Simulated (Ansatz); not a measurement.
The system is Sn.

```xyz
1
Lattice="-2.0292 2.0292 1.6608 2.0292 -2.0292 1.6608 2.0292 2.0292 -1.6608" Properties=species:S:1:pos:R:3 pbc="T T T"
Sn    0.0000    0.0000    0.0000
```

This isn't the form of Sn at room conditions, which is tetragonal (white tin).

* Program: Ansatz 0.2.0
* Task: relaxation of cell and atoms
* Functional: PBE
* Potentials or basis: Ansatz PAW
* Cutoff: 420 eV (not typed: the program's choice for these potentials)
* k mesh: 10 × 10 × 10
* Occupations: fermi-dirac, width 0.05 eV
* Spin: no spin polarisation

At the start: volume 27.35 Å³/atom.

Question: How do energy, volume and symmetry change on relaxing?

Answer: It ends after 4 steps and the volume is 27.81 Å³/atom (+1.7 %); space group I4/mmm (No. 139, to 0.05 Å).

The path:
```tsv
step	energy change (eV)	largest force (eV/Å)	volume (Å³)
1	0.0000	0.0000	27.35
2	-0.0019	0.0000	27.87
3	-0.0020	0.0000	27.81
4	-0.0021	0.0000	27.81
```

Final structure:
```xyz
1
Lattice="-2.0320 2.0320 1.6838 2.0320 -2.0320 1.6838 2.0320 2.0320 -1.6838" Properties=species:S:1:pos:R:3 pbc="T T T"
Sn    0.0000    0.0000    0.0000
```

Caveat: the plane-wave basis is chosen anew once the cell has moved, so the energies of steps on either side of that aren't comparable.
